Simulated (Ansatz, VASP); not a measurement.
# InSb2 in VASP and in Ansatz

```xyz
6
Lattice="5.9496 0.0000 0.0000 0.0000 7.3567 0.0000 0.0000 0.0000 4.3725" Properties=species:S:1:pos:R:3 pbc="T T T"
In    0.0000    0.0000    0.0000
In    2.9748    3.6784    2.1862
Sb    1.0952    2.8124    0.0000
Sb    4.8544    4.5443    0.0000
Sb    4.0700    0.8659    2.1862
Sb    1.8796    6.4908    2.1862
```

Alike in both runs: functional PBE; k mesh 4 × 4 × 4; occupations gaussian, width 0.1 eV; no spin polarisation.

Ansatz relaxed the structure, and its values are those at the end. VASP's run is a single point on that final structure, the one shown.

|  | VASP | Ansatz |
| --- | --- | --- |
| version | VASP 6.6.1 | Ansatz 0.2.0 |
| potentials or method | VASP PAW PBE potentials, release 64 (In_d, Sb) | scalar-relativistic, plane waves, PAW |
| plane-wave cutoff (eV) | 520 | 420 |
| valence electrons in the cell | 46 | 86 |

Ansatz gave:

| Item | Value |
| --- | --- |
| gap on the k mesh at the Fermi level (eV) | none |
| pressure (GPa) | 0.2 |
| rms of the force components (eV/Å) | 0.007 |

Q: Estimate VASP's values.

A: gap on the k mesh at the Fermi level (eV): none; pressure (GPa): 0.2; rms of the force components (eV/Å): 0.015.

A gap of «none» marks a metal or a gap that the smearing closes. The two sets of potentials don't hold the same shells in valence.

The runs have no spin-orbit coupling, so splittings on Sb are missing.
